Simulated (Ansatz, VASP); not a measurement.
CdS: VASP beside Ansatz

Contents of POSCAR:

```
CdS
1.0
    0.0000000000      2.9100000000      2.9100000000
    2.9100000000      0.0000000000      2.9100000000
    2.9100000000      2.9100000000      0.0000000000
Cd S
1 1
Direct
    0.0300687285     -0.0300687285      0.0300687285
    0.7500000000      0.7500000000      0.7500000000
```

Contents of INCAR.step1:

```
SYSTEM = CdS
ALGO = Normal
EDIFF = 1E-4
ENCUT = 520
GGA = PE
ISMEAR = 0
LASPH = .TRUE.
LCHARG = .FALSE.
LREAL = .FALSE.
LWAVE = .TRUE.
NBANDS = 16
NELM = 100
PREC = Accurate
SIGMA = 0.05
```

INCAR.step2

```
SYSTEM = CdS
ALGO = Normal
EDIFF = 1E-6
ENCUT = 520
ISIF = 2
ISMEAR = 0
ISTART = 1
LASPH = .TRUE.
LCHARG = .TRUE.
LELF = .TRUE.
LMIXTAU = .TRUE.
LREAL = .FALSE.
LVHAR = .TRUE.
LWAVE = .FALSE.
METAGGA = R2SCAN
NBANDS = 16
NELM = 100
PREC = Accurate
SIGMA = 0.05
```

Contents of KPOINTS:

```
k-points
0
G
  8 8 8
  0 0 0
```

Input for Ansatz:

```yaml
crystal:
  lattice:
    - [0.0, 2.91, 2.91]
    - [2.91, 0.0, 2.91]
    - [2.91, 2.91, 0.0]
  atoms:
    - { symbol: Cd, position: [0.0300687285, -0.0300687285, 0.0300687285] }
    - { symbol: S, position: [0.75, 0.75, 0.75] }
basis:
  ecutwfc: 500
kpoints:
  mp_grid: { grid: [8, 8, 8] }
hamiltonian:
  xc: r2scan
scf:
  occupations: { method: gaussian, width: 0.05 }
output:
  forces: true
  stress: true
  eigenvalues: true
```

Change from the starting cell: all Cd atoms moved +0.175 Å, as atom 1 along Cartesian [0 1 0].

Alike in both runs: task single point; functional r2SCAN; k mesh 8 × 8 × 8; occupations gaussian, width 0.05 eV; no spin polarisation.

|  | VASP | Ansatz |
| --- | --- | --- |
| version | VASP 6.6.1 | Ansatz 0.2.0 |
| potentials or method | VASP PAW PBE potentials, release 64 (Cd, S) | scalar-relativistic, plane waves, PAW |
| plane-wave cutoff (eV) | 520 | 500 |
| valence electrons in the cell | 18 | 26 |

```tsv
	VASP	Ansatz	Ansatz less VASP
gap on the k mesh at the Fermi level (eV)	1.61	1.61	0.000
least direct gap on the mesh (eV)	1.61	1.61	0.000
pressure (GPa)	3.0	2.7	-0.37
largest component of the traceless stress (GPa)	4.39	4.25	-0.135
rms of the force components (eV/Å)	0.537	0.525	-0.0120
```

Atom by atom the forces differ by 0.012 eV/Å (rms over components). The two sets of potentials don't hold the same shells in valence.

Caveats: the PAW data sets were made with another functional, which shifts forces and pressure a little (VASP).
